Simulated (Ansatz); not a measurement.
**Sb3S: from a trial structure to a relaxed crystal**

These are results of DFT PBE, scalar-relativistic, plane waves, PAW in Ansatz, not measurements.

Sb3S was placed on the Cu3Au (L1_2) structure type (Pm-3m, No. 221), with S in place of Au, Sb in place of Cu, at a guessed volume.

Input of the last, converged step (default PAW datasets):

```yaml
crystal:
  lattice:
    - [4.6764806029, 0.0, 0.0]
    - [0.0, 4.6764806029, 0.0]
    - [0.0, 0.0, 4.6764806029]
  atoms:
    - { symbol: Sb, position: [0.0, 0.5, 0.5] }
    - { symbol: Sb, position: [0.5, 0.0, 0.5] }
    - { symbol: Sb, position: [0.5, 0.5, 0.0] }
    - { symbol: S, position: [0.0, 0.0, 0.0] }
basis:
  ecutwfc: 420
kpoints:
  mp_grid: { grid: [10, 10, 10] }
hamiltonian:
  xc: pbe
scf:
  occupations: { method: gaussian, width: 0.1 }
output:
  forces: true
  stress: true
  eigenvalues: true
relax:
  adjacent_minimum: "off"
  f_tol: 0.01
  max_steps: 80
  cell: { stress_tol: 0.05 }
```

Launched as:

```bash
ansatz run input.yaml --threads 1 --pin off --max-ram 2560MiB --backend cpu --events-out ev --progress --plain --runs-dir out
```

It took 36 s on 1 thread of Intel(R) Xeon(R) Platinum 8488C (Sapphire Rapids), with other jobs on the host, peak memory 0.48 GiB.

End of the output:

```
SCF converged after 5 iterations
Free energy (F): -20353.797208 eV
Harris-Foulkes:  -20353.797208 eV  (|F-HF|=2.91e-11)
Internal energy: -20353.776544 eV  (E = F + TS)
E sigma→0 (E₀):  -20353.786876 eV
Entropy (-TS):   -0.020664 eV (-5.166 meV/atom)
Fermi energy:    10.903585 eV
--- Per-component energies (eV) ---
  E_band       = -442.567770
  E_kinetic    = 723.308484
  E_local      = -4568.966143  (includes V_loc(G=0)·N_el)
  E_nonlocal   = 1113.035016
  E_hartree    = 2073.456689
  E_xc         = -511.384633
  E_vxc        = -374.718746  (∫ρ·V_xc dr)
  E_paw        = -14322.861326  (= ΣΔE_a)
  E_vpaw       = -1482.139292  (= ΣTr[D̂ρ^β])
  E_aug_tail   = -0.000003  (compensation charges beyond the density's cutoff)
  E_ewald      = -4860.364628
  E_smearing   = -0.020664  (= −TS)
  E_closure    =  0.000000  (closes the sum)
  Σ components = -20353.797208   (vs F -20353.797208, Δ=0.00e0)
--- Forces (eV/Å), atoms counted from 1 ---
  atom   1  Sb     0.00000000     0.00000000     0.00000000
  atom   2  Sb     0.00000000     0.00000000     0.00000000
  atom   3  Sb     0.00000000     0.00000000     0.00000000
  atom   4  S      0.00000000     0.00000000     0.00000000
  max |Σ_I F_I| component: 8.73e-29 eV/Å
--- Stress (GPa, compression-positive) ---
        0.001451       0.000000       0.000000
        0.000000       0.001451       0.000000
        0.000000       0.000000       0.001451
  P = ⅓ Tr σ = 0.0015 GPa (0.015 kbar)
--- Relaxed structure (4 steps of the walk, 4 accepted, 1 SCFs on fresh bases) ---
  F+E_penalty+E_count = -20353.79720829 eV   max|allowed force component| = 3.241e-29 eV/Å   (the final SCF, on the basis selected at the relaxed cell)
  cell:  # Å, volume = 98.5612 Å³
    - [4.619220, 0.000000, 0.000000]
    - [0.000000, 4.619220, 0.0]
    - [0.000000, 0.0, 4.619220]
  atoms:
    - { symbol: Sb, position: [0.000000, 0.500000, 0.500000] }
    - { symbol: Sb, position: [0.500000, 0.000000, 0.500000] }
    - { symbol: Sb, position: [0.500000, 0.500000, 0.000000] }
    - { symbol: S, position: [0.000000, 0.000000, 0.000000] }
```

Absolute energies hang on the potentials; compare differences alone.

The result has space group Pm-3m (No. 221). Sb is coordinated by 4 S at 3.27 Å and 8 Sb at 3.27 Å; S has 12 Sb at 3.27 Å.

Against the elements it lies at 0.43 eV/atom. Formation energies are uncorrected and refer to the elements' standard structures at the same level.

The k mesh leaves about 4 meV/atom of noise in metals. Spin–orbit coupling is left out.

Symmetry constrained the relaxation, so the result can be a saddle point.